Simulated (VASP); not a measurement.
Crystal: Zr.

```xyz
2
Lattice="3.2320 0.0000 0.0000 -1.6160 2.7990 0.0000 0.0000 0.0000 5.1470" Properties=species:S:1:pos:R:3 pbc="T T T"
Zr    1.6160    0.9330    3.8603
Zr    0.0000    1.8660    1.2868
```

```yaml
Program: VASP 6.6.1
Task: single point
Functional: PBE
Potentials_or_basis: VASP PAW PBE potentials, release 64 (Zr_sv)
Cutoff: 520 eV
k_mesh: 9 × 9 × 5
Occupations: fermi-dirac, width 0.05 eV
Spin: no spin polarisation
```

On this cell: pressure 0.5 GPa; largest force under 0.003 eV/Å; band gap on the k mesh none (metal or under the smearing width).

The same run follows on a disturbed copy (atoms moved at random, drawn with an rms of 0.05 Å):

```xyz
2
Lattice="3.2320 0.0000 0.0000 -1.6160 2.7990 0.0000 0.0000 0.0000 5.1470" Properties=species:S:1:pos:R:3 pbc="T T T"
Zr    1.5928    0.9479    3.8560
Zr    0.0189    1.9105    1.2588
```

**Question.** What changes?

**Answer.** The energy (extrapolated to zero smearing) moves by +1.1 meV/atom; pressure 0.5 GPa; largest force 0.106 eV/Å; band gap on the k mesh none (metal or under the smearing width).

Forces in eV/Å, atoms in the order of the input:
```
Zr   0.038  0.027 -0.096
Zr  -0.038 -0.027  0.096
```

Stress tensor (GPa, compression positive):
```
-0.02 -0.29 -0.01
-0.29  0.40 -0.01
-0.01 -0.01  1.10
```
